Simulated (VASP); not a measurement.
Runs of VASP 6.6.1 on CaO. It takes space group Pm-3m (No. 221, cubic). The conventional cell has a = 3.076 Å, b = 3.076 Å, c = 3.076 Å, α = 90.00°, β = 90.00°, γ = 90.00°. Ca (site symmetry m-3m) has 8 O at 2.66 Å as nearest neighbours. Around O (site symmetry m-3m) lie 8 Ca at 2.66 Å. The cell was built by a generator and needn't be a form met in nature.

```tsv
task	level	cell	cutoff (eV)	smearing	atoms held fixed (from 0)	gap on the mesh (eV)	pressure (GPa)
single point	PBE	as given	520	fermi-dirac 0.05 eV	-	2.81	(b)
relaxation of cell and atoms	PBE	relaxed	600	gaussian 0.05 eV	-	2.82	0.0
single point	BLYP	volume scaled by 1.08	520	fermi-dirac 0.05 eV	-	2.79	(a)
relaxation of the atoms	BLYP+D3	atoms relaxed	520	gaussian 0.05 eV	[0]	2.83	-11.7
```

Alike in all rows: potentials or basis VASP PAW PBE potentials, release 64 (Ca_sv, O); no spin polarisation; k mesh 9 × 9 × 9.

Task: Estimate the missing entries.

Result: (a) -12.7; (b) -10.9.

Caveats: an odd mesh through Γ misses points on the zone boundary, where band edges often lie; the PAW data sets were made with another functional, which shifts forces and pressure a little (some runs); the relaxation stopped at its first step, so nothing moved (some runs).
